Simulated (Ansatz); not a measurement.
**2H-CrOS monolayer in a perpendicular field**

What dipole does a perpendicular field induce in the 2H-CrOS monolayer, and does the gap follow? A positive field points along +c.

Program: Ansatz 0.2.0. Level of theory: plane-wave DFT, PBE-D3(BJ), Ansatz PAW (set soft_1); PAW set soft_1. Results are calculated unless marked as measured.

### Step 1. Starting point

The cell holds 3 atoms: 1 S, 1 Cr and 1 O. Its edges and angles: a = 2.842 Å, b = 2.842 Å, c = 36.360 Å, α = 90.0°, β = 90.0°, γ = 120.0°. Vacuum lies along c.

Structure file:

```cif
data_structure
_symmetry_space_group_name_H-M 'P 1'
_symmetry_Int_Tables_number 1
_cell_length_a 2.8418
_cell_length_b 2.8418
_cell_length_c 36.3599
_cell_angle_alpha 90.000
_cell_angle_beta 90.000
_cell_angle_gamma 120.000
_cell_volume 254.29
loop_
_atom_site_label
_atom_site_type_symbol
_atom_site_fract_x
_atom_site_fract_y
_atom_site_fract_z
_atom_site_occupancy
S1 S 0.33333 0.66667 0.46342 1
Cr2 Cr 0.00000 0.00000 0.50857 1
O3 O 0.33333 0.66667 0.53658 1
```

### Step 2. Relaxation

The starting cell is a guess, so the in-plane lattice and the atoms are relaxed first, with the slab cut off from its images along the normal.

Contents of input.yaml:

```yaml
crystal:
  lattice:
    - [2.841782, 0.0, 0.0]
    - [-1.420891, 2.461055404, 0.0]
    - [0.0, 0.0, 36.3599455673]
  atoms:
    - { symbol: S, position: [0.3333333333, 0.6666666667, 0.4634220359] }
    - { symbol: Cr, position: [0.0, 0.0, 0.5085729816] }
    - { symbol: O, position: [0.3333333333, 0.6666666667, 0.5365779641] }
  periodic: [true, true, false]
kpoints:
  mp_grid: { grid: [12, 12, 1] }
hamiltonian:
  xc: pbe
  dispersion: d3bj
  pseudopotentials: { kind: paw, azcp: { folder: soft_1 } }
scf:
  occupations: { method: fermi_dirac, width: 0.05 }
  convergence: { dr2_threshold: 1.0e-09 }
relax:
  f_tol: 0.004
  max_steps: 90
  cell: {}
output:
  write_potential: true
  write_density: true
  volumetric_format: npy
```

Run with:

```sh
$ ansatz run input.yaml --threads 2 --pin off --max-ram 3072MiB --backend cpu --events-out ev --progress --plain --runs-dir out
```

Numbers of over 12 decimals in the logs are rounded to 6 here.

Log:

```text
Warning: relax.cell: scf.convergence.dr2_threshold = 1e-9 eV is looser than the 1.87179196188e-10 eV advised for a relaxation that steers and ends on the stress (1e-10 eV for each atom of the cell: 3, times the square of relax.cell.stress_2d_tol = 0.05 N/m over 12.7 Å (the atoms' height at the walk's start and 5 Å past either face), 3.949e-2 GPa, over a crystal's default 0.05). What an SCF threshold leaves in a stress goes as its square root, and in the free energy as the threshold itself, and one threshold admits the most on a small cell: [figures from the program's tests cut] Set scf.convergence.dr2_threshold to 1.87179196188e-10 eV or tighter. [rest of the remark cut]
Engine: ansatz 0.2.0, aarch64-unknown-linux-gnu
Pseudopotentials: kind: paw
Pseudopotential: S, paw, valence charge 6, recommended cutoff 420 eV (normal), soft_1/S.paw.azcp
Pseudopotential: Cr, paw, valence charge 14, recommended cutoff 420 eV (normal), soft_1/Cr.paw.azcp
Pseudopotential: O, paw, valence charge 6, recommended cutoff 420 eV (normal), soft_1/O.paw.azcp
Functional definition: PBE
  parameter kappa = 0.804
  parameter beta = 0.066725
  exchange = pbe_x(kappa = kappa, mu = beta*pi^2/3)
  correlation = pbe_c(beta = beta)
Crystal: 3 atoms, lattice volume = 254.294 Å³
Basis set: ecut = 420 eV, 5017 PW (Γ), exchange–correlation on 40×40×500 points (8 copies of the dense FFT grid, shifted against one another)
Bands: 17, of which v1, the nominal top of the filled ones, is band 13 counted from 1 (12 counted from 0)
Symmetry: 6 space group operations
Space group: P3m1 (ITA 156), of the structure as read, at distance tolerance 6.3e-5 Å
k-points: 19 of 144 (time reversal used)
Non-local potential: S, projectors of the file, l = 0: 2, l = 1: 2, l = 2: 1
Non-local potential: Cr, projectors of the file, l = 0: 3, l = 1: 2, l = 2: 3, l = 3: 1
Non-local potential: O, projectors of the file, l = 0: 2, l = 1: 2, l = 2: 1
PAW form: soft (Blöchl's): semilocal exchange-correlation on the pseudo side does not see the compensation charge
PAW one-centre angular grid: S, 110 points (default); XC on 64 Gauss nodes
PAW one-centre angular grid: Cr, 590 points (default); XC on 64 Gauss nodes
PAW one-centre angular grid: O, 110 points (default); XC on 64 Gauss nodes
Initial density: superposition of atomic densities (neutral atoms: chi_scale 0, normalization atom)
Initial wavefunctions: pseudopotential atomic-orbital guess
Functional: x = pbe(κ = 0.804, μ = 0.219515), c = pbe(β = 0.066725)
SCF iter   1: F=—  HF=-4854.232133 eV  |F-HF|=—  |Δ(HF+E_count)|=         —  Δρ=1.07e-1  dr2=3.24e1  ethr=3.10e-3  ⟨swp⟩=16.2  Hψ=3362  notcnv=0
preconditioner: auto → Resta (q_TF=auto, 1.866 Å⁻¹)  ε∞=2.0  [insulator: Δε(μ)=1.214 eV  Ē_g=9.094 eV  σ=0.050 eV  W_gap=1.00  n_scr=20 (ndim 8)  ℏωp=9.3 eV  f_vac=0.819  D(μ)=0.00/eV (n_scr^D=0)  ε∞_Penn≈2.0  vacuum switching on, ρ_ref=6.0e-3 e/Å³]
SCF iter   2: F=—  HF=-4871.867011 eV  |F-HF|=—  |Δ(HF+E_count)|=    1.76e1  Δρ=2.94e-1  dr2=2.72e2  ethr=3.10e-3  ⟨swp⟩=6.5  Hψ=1566  notcnv=0  recentre
preconditioner: auto → LDOS  [metal: Δε(μ)=0.062 eV  Ē_g=8.115 eV  σ=0.050 eV  W_gap=0.30  n_scr=20 (ndim 8)  ℏωp=9.9 eV  f_vac=0.824  D(μ)=2.80/eV (n_scr^D=16)  β→1.0]
SCF iter   3: F=—  HF=-4850.310258 eV  |F-HF|=—  |Δ(HF+E_count)|=    2.16e1  Δρ=6.00e-2  dr2=1.07e1  ethr=3.10e-3  ⟨swp⟩=5.3  Hψ=1313  notcnv=0
SCF iter   4: F=—  HF=-4850.214646 eV  |F-HF|=—  |Δ(HF+E_count)|=   9.56e-2  Δρ=4.23e-2  dr2=2.49e1  ethr=3.10e-3  ⟨swp⟩=5.7  Hψ=1227  notcnv=0
SCF iter   5: F=—  HF=-4848.642123 eV  |F-HF|=—  |Δ(HF+E_count)|=    1.57e0  Δρ=1.22e-2  dr2=6.18e-1  ethr=3.10e-3  ⟨swp⟩=5.1  Hψ=925  notcnv=0
SCF iter   6: F=—  HF=-4848.614729 eV  |F-HF|=—  |Δ(HF+E_count)|=   2.74e-2  Δρ=9.64e-3  dr2=5.71e-1  ethr=2.38e-3  ⟨swp⟩=3.6  Hψ=782  notcnv=0
SCF iter   7: F=—  HF=-4848.586179 eV  |F-HF|=—  |Δ(HF+E_count)|=   2.85e-2  Δρ=6.60e-3  dr2=2.34e-1  ethr=2.20e-3  ⟨swp⟩=1.7  Hψ=382  notcnv=0
SCF iter   8: F=—  HF=-4848.563110 eV  |F-HF|=—  |Δ(HF+E_count)|=   2.31e-2  Δρ=2.44e-3  dr2=2.77e-2  ethr=8.99e-4  ⟨swp⟩=2.6  Hψ=514  notcnv=0
SCF iter   9: F=—  HF=-4848.561491 eV  |F-HF|=—  |Δ(HF+E_count)|=   1.62e-3  Δρ=2.74e-4  dr2=3.28e-4  ethr=1.06e-4  ⟨swp⟩=3.3  Hψ=735  notcnv=0
SCF iter  10: F=—  HF=-4848.561475 eV  |F-HF|=—  |Δ(HF+E_count)|=   1.65e-5  Δρ=1.48e-4  dr2=1.00e-4  ethr=1.26e-6  ⟨swp⟩=3.7  Hψ=760  notcnv=0
SCF iter  11: F=—  HF=-4848.561470 eV  |F-HF|=—  |Δ(HF+E_count)|=   5.38e-6  Δρ=6.70e-5  dr2=3.33e-5  ethr=3.85e-7  ⟨swp⟩=1.8  Hψ=431  notcnv=0
SCF iter  12: F=—  HF=-4848.561477 eV  |F-HF|=—  |Δ(HF+E_count)|=   6.88e-6  Δρ=1.50e-5  dr2=2.89e-7  ethr=1.28e-7  ⟨swp⟩=3.3  Hψ=655  notcnv=0
SCF iter  13: F=—  HF=-4848.561461 eV  |F-HF|=—  |Δ(HF+E_count)|=   1.58e-5  Δρ=4.87e-6  dr2=9.94e-8  ethr=1.11e-9  ⟨swp⟩=3.4  Hψ=793  notcnv=0
SCF iter  14: F=—  HF=-4848.561461 eV  |F-HF|=—  |Δ(HF+E_count)|=   6.45e-8  Δρ=1.42e-6  dr2=8.85e-9  ethr=3.82e-10  ⟨swp⟩=3.1  Hψ=604  notcnv=0
SCF iter  15: F=—  HF=-4848.561461 eV  |F-HF|=—  |Δ(HF+E_count)|=   7.73e-9  Δρ=5.32e-7  dr2=2.21e-9  ethr=3.41e-11  ⟨swp⟩=3.0  Hψ=640  notcnv=0
SCF iter  16: F=-4848.561461 eV  HF=-4848.561461 eV  |F-HF|=8.77e-10  |Δ(HF+E_count)|=   6.55e-9  Δρ=1.96e-7  dr2=1.53e-10  ethr=3.85e-12  ⟨swp⟩=12.1  Hψ=2529  notcnv=0
SCF 1 converged in 16 iterations: F = -4848.561461 eV  dr2 = 1.53e-10
  greatest PAW one-centre occupation: 1.000 electrons in one spin orbital (limit 2), on the Cr atom at site 1 (counted from 0), in its partial waves of l = 0
relax step   1: F+E_penalty+E_count = -4848.56146078 eV  Δ(F+E_penalty+E_count) = +0.000e0 eV  max|allowed force component| = 1.524e0 eV/Å  Δτ_max = 0.0000 Å  P = -2.304 N/m  Ω = 254.294 Å³  fix = [c, alpha, beta]  reactions: c -0.000 N/m  (16 SCF iters, accepted)
Crystal: 3 atoms, lattice volume = 251.312 Å³
Basis set: ecut = 420 eV, 4957 PW (Γ), exchange–correlation on 40×40×500 points (8 copies of the dense FFT grid, shifted against one another)
Initial density: handed on by an earlier stage of this run
Initial wavefunctions: those handed on with the density
iter 1 solved again at ethr=3.97e-5 eV; its pass at ethr=3.10e-3 eV (dr2=1.03e-2 eV) is discarded
SCF iter   1: F=—  HF=-4848.622100 eV  |F-HF|=—  |Δ(HF+E_count)|=         —  Δρ=2.04e-3  dr2=1.01e-2  ethr=3.97e-5  ⟨swp⟩=3.0  Hψ=3371  notcnv=0
preconditioner: auto → LDOS  [insulator: Δε(μ)=0.119 eV  Ē_g=8.284 eV  σ=0.050 eV  W_gap=0.52  n_scr=20 (ndim 8)  ℏωp=9.9 eV  f_vac=0.829  D(μ)=0.30/eV (n_scr^D=4)  ε∞_Penn≈2.4  β→1.0]
[...]
SCF iter   2: F=—  HF=-4848.638267 eV  |F-HF|=—  |Δ(HF+E_count)|=   1.43e-3  Δρ=2.71e-3  dr2=1.70e-2  ethr=3.29e-5  ⟨swp⟩=3.2  Hψ=800  notcnv=0
SCF iter   3: F=—  HF=-4848.634557 eV  |F-HF|=—  |Δ(HF+E_count)|=   3.71e-3  Δρ=1.26e-3  dr2=5.44e-3  ethr=3.29e-5  ⟨swp⟩=2.9  Hψ=799  notcnv=0
SCF iter   4: F=—  HF=-4848.634078 eV  |F-HF|=—  |Δ(HF+E_count)|=   4.80e-4  Δρ=2.63e-4  dr2=2.40e-4  ethr=2.09e-5  ⟨swp⟩=1.2  Hψ=342  notcnv=0
SCF iter   5: F=—  HF=-4848.634151 eV  |F-HF|=—  |Δ(HF+E_count)|=   7.32e-5  Δρ=2.28e-4  dr2=1.73e-4  ethr=9.25e-7  ⟨swp⟩=3.3  Hψ=704  notcnv=0
SCF iter   6: F=—  HF=-4848.634140 eV  |F-HF|=—  |Δ(HF+E_count)|=   1.09e-5  Δρ=1.16e-4  dr2=2.97e-5  ethr=6.66e-7  ⟨swp⟩=1.3  Hψ=349  notcnv=0
SCF iter   7: F=—  HF=-4848.634138 eV  |F-HF|=—  |Δ(HF+E_count)|=   2.08e-6  Δρ=1.92e-5  dr2=6.97e-7  ethr=1.14e-7  ⟨swp⟩=2.8  Hψ=574  notcnv=0
SCF iter   8: F=—  HF=-4848.634136 eV  |F-HF|=—  |Δ(HF+E_count)|=   2.26e-6  Δρ=9.44e-6  dr2=1.61e-7  ethr=2.68e-9  ⟨swp⟩=3.6  Hψ=780  notcnv=0
SCF iter   9: F=—  HF=-4848.634136 eV  |F-HF|=—  |Δ(HF+E_count)|=   1.64e-8  Δρ=5.33e-6  dr2=6.77e-8  ethr=6.19e-10  ⟨swp⟩=1.8  Hψ=444  notcnv=0
SCF iter  10: F=—  HF=-4848.634136 eV  |F-HF|=—  |Δ(HF+E_count)|=  7.72e-10  Δρ=5.10e-7  dr2=1.62e-9  ethr=2.60e-10  ⟨swp⟩=2.7  Hψ=566  notcnv=0
SCF iter  11: F=-4848.634136 eV  HF=-4848.634136 eV  |F-HF|=1.58e-10  |Δ(HF+E_count)|=   1.13e-9  Δρ=1.24e-7  dr2=2.41e-11  ethr=3.85e-12  ⟨swp⟩=13.8  Hψ=2984  notcnv=0
SCF 3 converged in 11 iterations: F = -4848.634136 eV  dr2 = 2.41e-11
relax step   3: F+E_penalty+E_count = -4848.63413590 eV  Δ(F+E_penalty+E_count) = -1.415e-2 eV  max|allowed force component| = 2.927e-1 eV/Å  Δτ_max = 0.0265 Å  P = +0.519 N/m  Ω = 247.938 Å³  energy of the carried Pulay correction = +1.380e-3 eV  fix = [c, alpha, beta]  reactions: c +0.000 N/m  (11 SCF iters, accepted)
[...]
relax step   4: F+E_penalty+E_count = -4848.63580682 eV  Δ(F+E_penalty+E_count) = -1.671e-3 eV  max|allowed force component| = 4.479e-3 eV/Å  Δτ_max = 0.0063 Å  P = +0.062 N/m  Ω = 248.981 Å³  energy of the carried Pulay correction = +1.151e-3 eV  fix = [c, alpha, beta]  reactions: c +0.000 N/m  (10 SCF iters, accepted)
[...]
relax step   5: F+E_penalty+E_count = -4848.63579097 eV  Δ(F+E_penalty+E_count) = +1.585e-5 eV  max|allowed force component| = 2.571e-3 eV/Å  Δτ_max = 0.0004 Å  P = +0.020 N/m  Ω = 249.100 Å³  energy of the carried Pulay correction = +1.125e-3 eV  fix = [c, alpha, beta]  reactions: c +0.000 N/m  (6 SCF iters, accepted)
Initial wavefunctions: pseudopotential atomic-orbital guess (no wavefunctions were taken with the density)
iter 1 solved again at ethr=2.85e-7 eV; its pass at ethr=3.10e-3 eV (dr2=7.40e-5 eV) is discarded
SCF iter   1: F=—  HF=-4848.634756 eV  |F-HF|=—  |Δ(HF+E_count)|=         —  Δρ=3.69e-5  dr2=4.71e-7  ethr=2.85e-7  ⟨swp⟩=6.6  Hψ=5179  notcnv=0
preconditioner: auto → LDOS  [insulator: Δε(μ)=0.268 eV  Ē_g=8.330 eV  σ=0.050 eV  W_gap=0.87  n_scr=20 (ndim 8)  ℏωp=10.0 eV  f_vac=0.829  D(μ)=0.09/eV (n_scr^D=2)  ε∞_Penn≈2.4  β→1.0]
SCF iter   2: F=—  HF=-4848.634773 eV  |F-HF|=—  |Δ(HF+E_count)|=   1.66e-5  Δρ=3.94e-5  dr2=3.76e-6  ethr=1.81e-9  ⟨swp⟩=4.4  Hψ=896  notcnv=0
SCF iter   3: F=—  HF=-4848.634773 eV  |F-HF|=—  |Δ(HF+E_count)|=   3.18e-7  Δρ=3.58e-5  dr2=4.48e-6  ethr=1.81e-9  ⟨swp⟩=3.2  Hψ=697  notcnv=0
SCF iter   4: F=—  HF=-4848.634773 eV  |F-HF|=—  |Δ(HF+E_count)|=   1.26e-7  Δρ=1.15e-5  dr2=5.23e-7  ethr=1.81e-9  ⟨swp⟩=3.7  Hψ=641  notcnv=0
SCF iter   5: F=—  HF=-4848.634773 eV  |F-HF|=—  |Δ(HF+E_count)|=   5.72e-8  Δρ=3.55e-6  dr2=3.15e-8  ethr=1.81e-9  ⟨swp⟩=1.2  Hψ=346  notcnv=0
SCF iter   6: F=—  HF=-4848.634773 eV  |F-HF|=—  |Δ(HF+E_count)|=   2.68e-8  Δρ=1.01e-6  dr2=1.86e-9  ethr=1.21e-10  ⟨swp⟩=3.0  Hψ=675  notcnv=0
SCF iter   7: F=-4848.634773 eV  HF=-4848.634773 eV  |F-HF|=7.75e-9  |Δ(HF+E_count)|=   8.80e-9  Δρ=4.62e-7  dr2=3.74e-10  ethr=3.85e-12  ⟨swp⟩=16.2  Hψ=3037  notcnv=0
SCF 6 converged in 7 iterations: F = -4848.634773 eV  dr2 = 3.74e-10
relax step   6: F+E_penalty+E_count = -4848.63477272 eV  Δ(F+E_penalty+E_count) = +1.018e-3 eV  max|allowed force component| = 2.213e-3 eV/Å  Δτ_max = 0.0000 Å  P = -0.003 N/m  Ω = 249.100 Å³  fix = [c, alpha, beta]  reactions: c -0.000 N/m  stress off target by 3.50e-3 N/m on what of the cell is left free  SCF on the basis re-selected at this cell (its energy is not comparable with the rows above)  (7 SCF iters)
basis re-selected at this cell: Δ(F+E_penalty+E_count) = +1.018e-3 eV, ΔP = -0.024 N/m vs the last step (what re-selecting the basis moved, of the pressure what is left beyond the Pulay correction that the steps carried, after the strain that the cell walked since its last selection, with what the two solves' SCF thresholds leave and, on support functions, any second-order correction that the steps lacked; it is no m [...]
WARN: The input density's exchange-correlation potential varies sharply where the density is thin. Do not read a vacuum level from v_tot or v_xc, or from such a field of the output density. On a cell that repeats whose density bears no net charge and no dipole along the vacuum's axis use v_es (v_loc + v_h of the components); under efield.dipole_correction with no amplitude use v_es + v_field, which holds any external [...]
SCF converged after 7 iterations
Free energy (F): -4848.634773 eV
Harris-Foulkes:  -4848.634773 eV  (|F-HF|=7.75e-9)
Internal energy: -4848.633716 eV  (E = F + TS)
E sigma→0 (E₀):  -4848.634244 eV
Entropy (-TS):   -0.001057 eV (-0.352 meV/atom)
Fermi energy:    -5.707430 eV
--- Per-component energies (eV) ---
  E_band       = -681.155275
  E_kinetic    = 577.369659
  E_local      = -72685.129795  (includes V_loc(G=0)·N_el)
  E_nonlocal   = 127.459243
  E_hartree    = 35970.359483
  E_xc         = -277.067524
  E_vxc        = -322.530078  (∫ρ·V_xc dr)
  E_paw        = -1987.512107  (= ΣΔE_a)
  E_vpaw       = -319.044257  (= ΣTr[D̂ρ^β])
  E_aug_tail   = 0.001716  (compensation charges beyond the density's cutoff)
  E_ewald      = 33426.496044
  E_disp       = -0.610435  (pairwise vdW)
  E_smearing   = -0.001057  (= −TS)
  E_closure    = 0.000000  (closes the sum)
  Σ components = -4848.634773   (vs F -4848.634773, Δ=0.00e0)
--- Forces (eV/Å), atoms counted from 1 ---
  atom   1  S      0.00000000    -0.00000000     0.00174002
  atom   2  Cr     0.00000000     0.00000000    -0.00221477
  atom   3  O      0.00000000    -0.00000000     0.00047072
  max |Σ_I F_I| component: 4.02e-6 eV/Å
--- 2D stress c σ (N/m, compression-positive) ---
       -0.003496       0.000000       0.000000
        0.000000      -0.003496      -0.000000
        0.000000      -0.000000      -0.000000
  P = ½ c Tr σ = -0.0035 N/m
--- Band table (eV; the first three rows and the last of 19) ---
  k-point 0: bands = [... 9 lower, -9.3522, -7.6016, -7.6016, -5.8270, -4.2637, -4.2637, -3.0864, -3.0864]
  k-point 1: bands = [... 9 lower, -9.2362, -7.8196, -7.7013, -5.9245, -4.3160, -4.2245, -3.5487, -3.1785]
  k-point 2: bands = [... 9 lower, -9.1684, -8.4201, -7.9012, -6.2594, -4.5394, -4.2610, -4.1160, -3.2813]
  k-point 18: bands = [... 9 lower, -10.5467, -9.9523, -8.5430, -6.8555, -5.5590, -4.2923, -4.0120, -3.1269]
  the weakly bound empty levels are not read free of the cell's end (no_gap_told)
--- Relaxed structure (5 steps of the walk, 5 accepted, 1 SCFs on fresh bases) ---
  F+E_penalty+E_count = -4848.63477272 eV   max|allowed force component| = 2.213e-3 eV/Å   (the final SCF, on the basis selected at the relaxed cell)
  cell:  # Å, volume = 249.0998 Å³
    - [2.812612, 0, 0]
    - [-1.406306, 2.435793, 0]
    - [0, 0, 36.3599455673]
  atoms:
    - { symbol: S, position: [0.333333, 0.666667, 0.464469] }
    - { symbol: Cr, position: [-1.493230334289603e-18, -3.7676428933157255e-17, 0.507349] }
    - { symbol: O, position: [0.333333, 0.666667, 0.536755] }
```

It took 35 s on 2 threads of Arm Neoverse V1, shared host; peak memory 0.47 GiB.

This run has no spin polarisation, although Cr can carry a moment.

Relaxation path:

```tsv
step	energy less that of the first step (eV)	largest force component (eV/Å)	volume (Å³)
1	0.0000	1.5238	254.29
2	-0.0585	0.8149	251.31
3	-0.0727	0.2927	247.94
4	-0.0743	0.0045	248.98
5	-0.0743	0.0026	249.10
6*	-0.0733	0.0022	249.10
```

Relaxation steps marked * repeat the geometry before them on a plane-wave basis chosen anew for their cell, so energy and pressure can jump there.

The run keeps the 6 symmetry operations that it works with, so distortions that break them were not tested.

```tsv
cell as run	before	after	change
a (Å)	2.842	2.813	-1.0 %
b (Å)	2.842	2.813	-1.0 %
```

The atoms that moved most (Å, along periodic axes as changes of fractional coordinates times the final cell, across vacuum about the mean position):

```tsv
atom	dx	dy	dz	length
Cr2	0.000	0.000	-0.044	0.044
S1	0.000	0.000	0.038	0.038
O3	0.000	0.000	0.006	0.006
```

The relaxed structure:

```xyz
3
Lattice="2.8126 0.0000 0.0000 -1.4063 2.4358 0.0000 0.0000 0.0000 36.3599" Properties=species:S:1:pos:R:3
S     0.0000    1.6239   16.8881
Cr    0.0000    0.0000   18.4472
O     0.0000    1.6239   19.5164
```

Numbers from this step:

```
energy at zero smearing : -4848.6342 eV
```

The lattice constant a goes from 2.842 to 2.813 Å.

[end of part 1 of 2]

[Logs are printed without paths, hosts, clocks, repeated set-up lines and the standing remarks that a program may print on its own settings, such as how far it seeks lower states.]

[Hosts, paths, dates, database ids (printed as entryN), source tags and the programs' standing remarks are cut or masked in the printed files.]

[Maps of the electrostatic potential energy from Ansatz leave out the sawtooth potential of an applied field or a dipole correction, so their vacuum need not be flat; planar profiles and work functions include it.]
